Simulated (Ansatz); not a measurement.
# GaN (model cell, started as NiAs type): a soft mode frozen in, part 2 of 3

Which phase does GaN (model cell, started as NiAs type) fall into along its unstable mode, and how much energy does it gain?

Ansatz 0.2.0; DFT PBEsol, scalar-relativistic, plane waves, PAW; PAW set soft_1.

So far, highest frequency on the path or at a solved wavevector (cm⁻¹): step 2 (the dispersion) 630. Also lowest frequency on the path (cm⁻¹): step 2 -19.7.

The structure was built from a prototype and need not be the compound's stable phase.

**6. Relaxation from the frozen mode**

Starting from the lowest point found, all atoms and the cell are let go, so that strain and other modes of the same symmetry can join in.

Input file input.yaml:

```yaml
crystal:
  lattice:
    - [2.9690603486, 0.0, 0.0]
    - [-1.4845301743, 2.5712816873, 0.0]
    - [0.0, 0.0, 5.0411260807]
  atoms:
    - { symbol: Ga, position: [-0.0155564442, -0.0311128883, 0.0] }
    - { symbol: Ga, position: [0.0155564442, 0.0311128883, 0.5] }
    - { symbol: "N", position: [0.3333333333, 0.6666666667, 0.25] }
    - { symbol: "N", position: [0.6666666667, 0.3333333333, 0.75] }
kpoints:
  mp_grid: { grid: [12, 12, 8] }
hamiltonian:
  xc: pbesol
  pseudopotentials: { kind: paw, azcp: { folder: soft_1 }, xc_functional: pbe }
scf:
  occupations: { method: fixed }
output:
  forces: true
  stress: true
  eigenvalues: true
relax:
  adjacent_minimum: "off"
  f_tol: 0.002
  max_steps: 120
  cell: { stress_tol: 0.03 }
```

Command:

```
ansatz run input.yaml --threads 4 --pin off --max-ram 10240MiB --backend cpu --events-out ev --progress --plain --runs-dir out
```

Numbers of over 12 decimals in the logs are rounded to 6 here.

The log of the run:

```text
[...]
Crystal: 4 atoms, lattice volume = 38.485 Å³
Basis set: ecut = 420 eV, 737 PW (Γ), exchange–correlation on 40×40×72 points (8 copies of the dense FFT grid, shifted against one another)
Bands: 22, of which v1, the nominal top of the filled ones, is band 18 counted from 1 (17 counted from 0)
Symmetry: 4 space group operations
[...]
k-points: 215 of 1152 (time reversal used)
[...]
SCF iter   1: F=—  HF=-8244.206213 eV  |F-HF|=—  |Δ(HF+E_count)|=         —  Δρ=1.07e-1  dr2=2.86e0  ethr=3.10e-3  ⟨swp⟩=4.0  Hψ=16601  notcnv=0  defer=88
[...]
SCF iter   8: F=-8243.435735 eV  HF=-8243.435735 eV  |F-HF|=1.27e-11  |Δ(HF+E_count)|=   8.57e-9  Δρ=7.54e-7  dr2=1.02e-10  ethr=1.55e-10  ⟨swp⟩=2.0  Hψ=16431  notcnv=0
SCF 1 converged in 8 iterations: F = -8243.435735 eV  dr2 = 1.02e-10
[...]
relax step   1: F+E_penalty+E_count = -8243.43573482 eV  Δ(F+E_penalty+E_count) = +0.000e0 eV  max|allowed force component| = 6.009e-2 eV/Å  Δτ_max = 0.0000 Å  P = +0.495 GPa  Ω = 38.485 Å³  (8 SCF iters, dr2 threshold 1.00e-7 eV, accepted)
Crystal: 4 atoms, lattice volume = 38.552 Å³
[...]
iter 1 solved again at ethr=1.74e-7 eV; its pass at ethr=3.10e-3 eV (dr2=6.26e-5 eV) is discarded
[...]
SCF iter   4: F=-8243.436030 eV  HF=-8243.436030 eV  |F-HF|=1.36e-7  |Δ(HF+E_count)|=   1.59e-7  Δρ=3.64e-5  dr2=1.99e-7  ethr=1.11e-9  ⟨swp⟩=6.2  Hψ=22311  notcnv=0
SCF 2 converged in 4 iterations: F = -8243.436030 eV  dr2 = 1.99e-7
relax step   2: F+E_penalty+E_count = -8243.43603015 eV  Δ(F+E_penalty+E_count) = -2.953e-4 eV  max|allowed force component| = 5.302e-2 eV/Å  Δτ_max = 0.0013 Å  P = +0.160 GPa  Ω = 38.552 Å³  energy of the carried Pulay correction = -1.376e-4 eV  (4 SCF iters, dr2 threshold 4.00e-7 eV, accepted)
Crystal: 4 atoms, lattice volume = 38.584 Å³
Basis set: ecut = 420 eV, 745 PW (Γ), exchange–correlation on 40×40×72 points (8 copies of the dense FFT grid, shifted against one another)
[...]
SCF iter   4: F=-8243.436378 eV  HF=-8243.436378 eV  |F-HF|=3.16e-8  |Δ(HF+E_count)|=   6.90e-7  Δρ=1.84e-5  dr2=6.83e-8  ethr=1.11e-9  ⟨swp⟩=5.2  Hψ=23308  notcnv=0
SCF 3 converged in 4 iterations: F = -8243.436378 eV  dr2 = 6.83e-8
relax step   3: F+E_penalty+E_count = -8243.43637830 eV  Δ(F+E_penalty+E_count) = -3.481e-4 eV  max|allowed force component| = 3.242e-2 eV/Å  Δτ_max = 0.0032 Å  P = -0.014 GPa  Ω = 38.584 Å³  energy of the carried Pulay correction = -2.032e-4 eV  (4 SCF iters, dr2 threshold 4.00e-7 eV, accepted)
[... from here on, the SCF cycles and remarks between the steps are left out ...]
relax step   4: F+E_penalty+E_count = -8243.43792654 eV  Δ(F+E_penalty+E_count) = -1.548e-3 eV  max|allowed force component| = 4.211e-2 eV/Å  Δτ_max = 0.0135 Å  P = +0.001 GPa  Ω = 38.614 Å³  energy of the carried Pulay correction = -2.655e-4 eV  (5 SCF iters, dr2 threshold 3.45e-7 eV, accepted)
relax step   5: F+E_penalty+E_count = -8243.44199481 eV  Δ(F+E_penalty+E_count) = -4.068e-3 eV  max|allowed force component| = 1.049e-1 eV/Å  Δτ_max = 0.0228 Å  P = -0.043 GPa  Ω = 38.707 Å³  energy of the carried Pulay correction = -4.565e-4 eV  (6 SCF iters, dr2 threshold 1.11e-7 eV, accepted)
relax step   6: F+E_penalty+E_count = -8243.47198727 eV  Δ(F+E_penalty+E_count) = -2.999e-2 eV  max|allowed force component| = 3.276e-1 eV/Å  Δτ_max = 0.0560 Å  P = +0.181 GPa  Ω = 38.967 Å³  energy of the carried Pulay correction = -9.865e-4 eV  (7 SCF iters, dr2 threshold 4.00e-7 eV, accepted)
relax step   7: F+E_penalty+E_count = -8243.66765124 eV  Δ(F+E_penalty+E_count) = -1.957e-1 eV  max|allowed force component| = 7.731e-1 eV/Å  Δτ_max = 0.1261 Å  P = +0.781 GPa  Ω = 39.660 Å³  energy of the carried Pulay correction = -2.386e-3 eV  (7 SCF iters, dr2 threshold 4.00e-7 eV, accepted)
relax step   8: F+E_penalty+E_count = -8243.98458688 eV  Δ(F+E_penalty+E_count) = -3.169e-1 eV  max|allowed force component| = 4.370e-1 eV/Å  Δτ_max = 0.1953 Å  P = +0.565 GPa  Ω = 40.575 Å³  energy of the carried Pulay correction = -4.196e-3 eV  (7 SCF iters, dr2 threshold 4.00e-7 eV, accepted)
relax step   9: F+E_penalty+E_count = -8244.01407159 eV  Δ(F+E_penalty+E_count) = -2.948e-2 eV  max|allowed force component| = 1.275e-1 eV/Å  Δτ_max = 0.0583 Å  P = -0.758 GPa  Ω = 40.925 Å³  energy of the carried Pulay correction = -4.877e-3 eV  (6 SCF iters, dr2 threshold 4.00e-7 eV, accepted)
relax step  10: F+E_penalty+E_count = -8244.01812770 eV  Δ(F+E_penalty+E_count) = -4.056e-3 eV  max|allowed force component| = 6.041e-3 eV/Å  Δτ_max = 0.0160 Å  P = +0.192 GPa  Ω = 40.725 Å³  energy of the carried Pulay correction = -4.489e-3 eV  (6 SCF iters, dr2 threshold 4.00e-7 eV, accepted)
relax step  11: F+E_penalty+E_count = -8244.01807241 eV  Δ(F+E_penalty+E_count) = +5.529e-5 eV  max|allowed force component| = 9.415e-4 eV/Å  Δτ_max = 0.0008 Å  P = -0.057 GPa  Ω = 40.771 Å³  energy of the carried Pulay correction = -4.578e-3 eV  (4 SCF iters, dr2 threshold 1.78e-7 eV, accepted)
relax step  12: F+E_penalty+E_count = -8244.01809502 eV  Δ(F+E_penalty+E_count) = -2.262e-5 eV  max|allowed force component| = 3.522e-4 eV/Å  Δτ_max = 0.0002 Å  P = +0.002 GPa  Ω = 40.761 Å³  energy of the carried Pulay correction = -4.559e-3 eV  (4 SCF iters, dr2 threshold 1.52e-8 eV, accepted)
relax step  13: F+E_penalty+E_count = -8244.03882308 eV  Δ(F+E_penalty+E_count) = -2.073e-2 eV  max|allowed force component| = 1.450e-3 eV/Å  Δτ_max = 0.0000 Å  P = +0.644 GPa  Ω = 40.761 Å³  stress off target by 1.59e0 GPa  SCF on the basis re-selected at this cell (its energy is not comparable with the rows above)  (7 SCF iters)
relax step  14: F+E_penalty+E_count = -8244.03955100 eV  Δ(F+E_penalty+E_count) = -7.279e-4 eV  max|allowed force component| = 5.076e-3 eV/Å  Δτ_max = 0.0030 Å  P = +0.081 GPa  Ω = 40.903 Å³  energy of the carried Pulay correction = -2.925e-4 eV  (5 SCF iters, dr2 threshold 4.00e-7 eV, accepted)
relax step  15: F+E_penalty+E_count = -8244.03952803 eV  Δ(F+E_penalty+E_count) = +2.297e-5 eV  max|allowed force component| = 2.353e-3 eV/Å  Δτ_max = 0.0003 Å  P = -0.002 GPa  Ω = 40.921 Å³  energy of the carried Pulay correction = -3.297e-4 eV  (4 SCF iters, dr2 threshold 1.05e-7 eV, accepted)
relax step  16: F+E_penalty+E_count = -8244.03952779 eV  Δ(F+E_penalty+E_count) = +2.486e-7 eV  max|allowed force component| = 1.314e-4 eV/Å  Δτ_max = 0.0002 Å  P = -0.000 GPa  Ω = 40.922 Å³  energy of the carried Pulay correction = -3.305e-4 eV  (5 SCF iters, dr2 threshold 3.46e-10 eV, accepted)
[...]
SCF iter   5: F=-8244.039893 eV  HF=-8244.039893 eV  |F-HF|=2.00e-11  |Δ(HF+E_count)|=  4.09e-10  Δρ=2.51e-7  dr2=5.73e-12  ethr=1.00e-12  ⟨swp⟩=7.8  Hψ=26718  notcnv=0
SCF 17 converged in 5 iterations: F = -8244.039893 eV  dr2 = 5.73e-12
relax step  17: F+E_penalty+E_count = -8244.03989330 eV  Δ(F+E_penalty+E_count) = -3.655e-4 eV  max|allowed force component| = 1.508e-4 eV/Å  Δτ_max = 0.0000 Å  P = +0.011 GPa  Ω = 40.922 Å³  stress off target by 2.47e-2 GPa  SCF on the basis re-selected at this cell (its energy is not comparable with the rows above)  (5 SCF iters)
[...]
SCF converged after 5 iterations
Free energy (F): -8244.039893 eV
[...]
Internal energy: -8244.039893 eV  (E = F + TS)
E sigma→0 (E₀):  -8244.039893 eV
Fermi energy:    12.000072 eV
[...]
--- Forces (eV/Å), atoms counted from 1 ---
  atom   1  Ga    -0.00000000    -0.00015076     0.00004386
  atom   2  Ga     0.00000000     0.00015076     0.00004386
  atom   3  N     -0.00000000     0.00004594    -0.00004422
  atom   4  N      0.00000000    -0.00004594    -0.00004422
  max |Σ_I F_I| component: 7.29e-7 eV/Å
--- Stress (GPa, compression-positive) ---
        0.006531       0.000000      -0.000000
        0.000000       0.024684       0.000000
       -0.000000       0.000000       0.002835
  P = ⅓ Tr σ = 0.0114 GPa (0.114 kbar)
--- Band table (eV; the first three rows and the last of 215) ---
  k-point 0: bands = [... 14 lower, 11.2008, 11.2399, 11.3402, 11.8775, 13.0274, 15.8043, 20.2078, 21.4978]
  k-point 1: bands = [... 14 lower, 10.6609, 11.2278, 11.2652, 11.8534, 13.5147, 15.8280, 20.0773, 21.6369]
  k-point 2: bands = [... 14 lower, 9.9148, 11.0578, 11.3045, 11.7843, 14.3180, 15.8681, 19.8371, 21.4741]
  k-point 214: bands = [... 14 lower, 7.3430, 7.3430, 10.5513, 10.5513, 15.8972, 15.8972, 19.6266, 19.6266]
--- Relaxed structure (15 steps of the walk, 15 accepted, 2 SCFs on fresh bases) ---
  F+E_penalty+E_count = -8244.03989330 eV   max|allowed force component| = 1.508e-4 eV/Å   (the final SCF, on the basis selected at the relaxed cell)
  cell:  # Å, volume = 40.9216 Å³
    - [2.848297, 0.0, 0.0]
    - [-1.424148, 2.886072, 0.0]
    - [0.0, 0.0, 4.978063]
  atoms:
    - { symbol: Ga, position: [-0.101883, -0.203766, -0.024524] }
    - { symbol: Ga, position: [0.101883, 0.203766, 0.475476] }
    - { symbol: N, position: [0.390010, 0.780020, 0.274524] }
    - { symbol: N, position: [0.609990, 0.219980, 0.774524] }
```

Wall time 58 s (4 threads of AMD EPYC 7R13 (Zen 3), shared host); peak memory 0.59 GiB; 3.7 min of CPU time.

The steps of the relaxation:

```csv
step,energy less that of the first step (eV),largest force component (eV/Å),pressure (GPa),volume (Å³)
1,0.0000,0.0601,0.50,38.49
2,-0.0003,0.0530,0.16,38.55
3,-0.0006,0.0324,-0.01,38.58
4,-0.0022,0.0421,0.00,38.61
5,-0.0063,0.1049,-0.04,38.71
6,-0.0363,0.3276,0.18,38.97
7,-0.2319,0.7731,0.78,39.66
8,-0.5489,0.4370,0.57,40.58
9,-0.5783,0.1275,-0.76,40.93
10,-0.5824,0.0060,0.19,40.73
11,-0.5823,0.0009,-0.06,40.77
12,-0.5824,0.0004,0.00,40.76
13*,-0.6031,0.0014,0.64,40.76
14,-0.6038,0.0051,0.08,40.90
15,-0.6038,0.0024,0.00,40.92
16,-0.6038,0.0001,0.00,40.92
17*,-0.6042,0.0002,0.01,40.92
```

Relaxation steps marked * repeat the geometry before them on a plane-wave basis chosen anew for their cell, so energy and pressure can jump there.

Forces are held to the 4 operations that the run works with; a distortion that breaks them can't arise in this run.

```csv
cell as run,before,after,change
a (Å),2.969,2.848,-4.1 %
b (Å),2.969,3.218,+8.4 %
c (Å),5.041,4.978,-1.3 %
γ (°),120.00,116.26,-3.1 %
volume (Å³/atom),9.62,10.23,+6.3 %
```

The atoms that moved most (Å, as changes of fractional coordinates times the final cell):

```csv
atom,dx,dy,dz,length
Ga1,0.000,-0.498,-0.122,0.513
Ga2,0.000,0.498,-0.122,0.513
N3,0.000,0.327,0.122,0.349
N4,0.000,-0.327,0.122,0.349
```

Final coordinates:

```
Ga N
1.0
     2.84830    0.00000    0.00000
    -1.42415    2.88607    0.00000
     0.00000    0.00000    4.97806
Ga N
2 2
Cartesian
  0.0000 -0.5881 -0.1221
  0.0000 0.5881 2.3669
  0.0000 2.2512 1.3666
  1.4241 0.6349 3.8556
```

Numbers from this step:

```yaml
pressure: 0.01135 GPa
gap_on_the_k_mesh: 1.027 eV
volume_per_atom: 10.23 Å³
```

The distorted start has space group Cmc2_1; the relaxation ends in Cmc2_1.

**7. The new phase in its own primitive cell**

The relaxed structure is symmetrised, reduced to its primitive cell and relaxed tightly, as its phonons need.

input.yaml, the sections that differ from step 6:

```yaml
crystal:
  lattice:
    - [1.4241484204, -2.8860719796, 0.0]
    - [1.4241484204, 2.8860719796, 0.0]
    - [0.0, 0.0, 4.9780627804]
  atoms:
    - { symbol: Ga, position: [0.1018829061, 0.8981170939, 0.9754755312] }
    - { symbol: Ga, position: [0.8981170939, 0.1018829061, 0.4754755312] }
    - { symbol: "N", position: [0.609990238, 0.390009762, 0.2745244688] }
    - { symbol: "N", position: [0.390009762, 0.609990238, 0.7745244688] }
kpoints:
  mp_grid: { grid: [12, 12, 6] }
relax:
  adjacent_minimum: "off"
  f_tol: 0.001
  max_steps: 60
  cell: { stress_tol: 0.01 }
# hamiltonian, scf, output: as in step 6
```

The log of the run:

```text
[...]
Crystal: 4 atoms, lattice volume = 40.922 Å³
Basis set: ecut = 420 eV, 809 PW (Γ), exchange–correlation on 48×48×72 points (8 copies of the dense FFT grid, shifted against one another)
Bands: 22, of which v1, the nominal top of the filled ones, is band 18 counted from 1 (17 counted from 0)
Symmetry: 4 space group operations
[...]
k-points: 172 of 864 (time reversal used)
[...]
--- Relaxed structure (2 steps of the walk, 2 accepted, 1 SCFs on fresh bases) ---
[...]
cell:  # Å, volume = 40.9234 Å³
    - [1.424135, -2.886287, 0]
    - [1.424135, 2.886287, 0]
    - [0, 0, 4.977951]
  atoms:
    - { symbol: Ga, position: [0.101888, 0.898112, 0.975470] }
    - { symbol: Ga, position: [0.898112, 0.101888, 0.475470] }
    - { symbol: N, position: [0.609994, 0.390006, 0.274530] }
    - { symbol: N, position: [0.390006, 0.609994, 0.774530] }
[key lines of the parts left out:]
SCF converged after 4 iterations
Free energy (F): -8244.039850 eV
Fermi energy:    11.999563 eV
P = ⅓ Tr σ = 0.0038 GPa (0.038 kbar)
```

Elapsed: 9 s, on 4 threads; peak memory 0.55 GiB; 34 s of CPU time.

Little changed from the start: no atom moved by 0.005 Å and no cell edge by 0.1 %.

Numbers from this step:

| Quantity | Value |
| --- | --- |
| pressure | 0.003833 GPa |
| direct gap on mesh | 1.149 eV |

The largest force component left is 0.30 meV/Å and the pressure is 0.004 GPa, within the tolerances set. The cell now holds 10.23 Å³/atom.

[end of part 2 of 3]

[Logs are printed without paths, hosts, clocks, repeated set-up lines and the standing remarks that a program may print on its own settings, such as how far it seeks lower states.]

[Hosts, paths, dates, database ids (printed as entryN), source tags and the programs' standing remarks are cut or masked in the printed files.]
